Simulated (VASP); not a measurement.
AlNi3 under changes of volume

One of the cells (11.218 Å³/atom); the others are scaled copies at fixed shape and fractional positions:

```
CELL_PARAMETERS angstrom
0.00000 2.82044 2.82044
2.82044 0.00000 2.82044
2.82044 2.82044 0.00000
ATOMIC_POSITIONS crystal
Ni 0.75000 0.75000 0.75000
Ni 0.00000 0.00000 0.00000
Ni 0.25000 0.25000 0.25000
Al 0.50000 0.50000 0.50000
```

The cell comes from a database or a generator and needn't be the stable form of this composition.

```yaml
Program: VASP 6.6.1
Functional: PBE
Potentials_or_basis: VASP PAW PBE potentials, release 64 (Ni, Al)
Cutoff: 520 eV
k_mesh: 8 × 8 × 8
Occupations: fermi-dirac, width 0.05 eV
Spin: collinear spin, ferromagnetic start
Starting_moments: "[1.0, 1.0, 1.0, 0.0] μB"
```

```tsv
volume (Å³/atom)	energy over the lowest point (meV/atom)	pressure (GPa)
10.338	66.18	21.9
10.558	40.02	16.4
10.778	21.02	11.5
11.218	?	?
11.438	0.00	-0.5
11.658	3.01	-3.7
```

Question: What does the run at 11.218 Å³/atom give?

Answer: Energy over the lowest point 1.64 meV/atom; pressure 3.1 GPa.

Worked out: A Birch-Murnaghan fit of order 3 (a polynomial in V^(-2/3)) to the other rows has its minimum at 11.40 Å³/atom with B0 = V·E''(V) = 178 GPa and B' = 4.6. It gives 1.64 meV/atom at 11.218 Å³/atom, against the run's 1.64, and -dE/dV = 3.0 GPa, against 3.1.

Energies are extrapolated to zero smearing.
